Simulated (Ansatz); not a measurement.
PtS2:

```
Pt S
1.0
     3.54320    0.00000    0.00000
    -1.77160    3.06850    0.00000
     0.00000    0.00000    5.03880
Pt S
1 2
Direct
  0.00000 0.00000 0.00000
  0.66667 0.33333 0.77300
  0.33333 0.66667 0.22700
```

```yaml
Program: Ansatz 0.2.0
Task: relaxation of cell and atoms
Functional: PBEsol
Dispersion: D3(BJ)
Potentials_or_basis: Ansatz PAW
Cutoff: "420 eV (not typed: the program's choice for these potentials)"
k_mesh: 9 × 9 × 5
Occupations: fermi-dirac, width 0.05 eV
Spin: no spin polarisation
```

At the start: volume 18.26 Å³/atom.

**Question.** How do energy, volume and symmetry change on relaxing?

**Answer.** It ends after 8 steps and the volume is 16.07 Å³/atom (-12.0 %); space group P-3m1 (No. 164, to 0.05 Å).

Step by step:
```tsv
step	energy change (eV)	largest force (eV/Å)	volume (Å³)
1	0.0000	0.9634	54.78
2	-0.1252	0.0792	50.76
3	-0.1755	0.1064	49.11
4	-0.1822	0.1193	47.33
5	-0.1878	0.0169	48.51
6	-0.1882	0.0210	48.15
7	-0.1883	0.0004	48.20
8	-0.1873	0.0003	48.20
```

Final structure:
```yaml
crystal:
  lattice:
    - [3.55878, 0.00000, 0.00000]
    - [-1.77939, 3.08199, 0.00000]
    - [0.00000, 0.00000, 4.39495]
  atoms:
    - { symbol: Pt, position: [0.00000, 0.00000, 0.00000] }
    - { symbol: S, position: [0.66667, 0.33333, 0.72941] }
    - { symbol: S, position: [0.33333, 0.66667, 0.27059] }
```

Caveat: the plane-wave basis is chosen anew once the cell has moved, so the energies of steps on either side of that aren't comparable; the volume moved by -12 % from the deposited cell, more than functionals usually miss; the PAW data sets come from PBE, with cores solved anew for the run's functional, which leaves a small shift of forces and pressure.
